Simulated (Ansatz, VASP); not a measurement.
## Two plane-wave programs on Mg3B

```
Mg B
1.0
    -2.03944    2.03944    4.08197
     2.03944   -2.03944    4.08197
     2.03944    2.03944   -4.08197
Mg B
3 1
Cartesian
  0.0000 0.0000 4.0820
  2.0394 0.0000 2.0410
  0.0000 2.0394 2.0410
  0.0000 0.0000 0.0000
```

Alike in both runs: functional PBE; k mesh 6 × 6 × 6; occupations gaussian, width 0.1 eV; no spin polarisation.

Ansatz relaxed the structure, and its values are those at the end. VASP's run is a single point on that final structure, the one shown.

```csv
,VASP,Ansatz
version,VASP 6.6.1,Ansatz 0.2.0
potentials or method,"VASP PAW PBE potentials, release 64 (Mg, B)","scalar-relativistic, plane waves, PAW"
plane-wave cutoff (eV),520,420
valence electrons in the cell,9,33
```

```csv
,VASP,Ansatz,Ansatz less VASP
gap on the k mesh at the Fermi level (eV),none,none,-
pressure (GPa),-0.1,0.1,+0.12
```

A gap of «none» marks a metal or a gap that the smearing closes. The two sets of potentials don't hold the same shells in valence.

Caveats: the k mesh is coarse (spacing up to 0.36 Å⁻¹), so the values aren't converged.
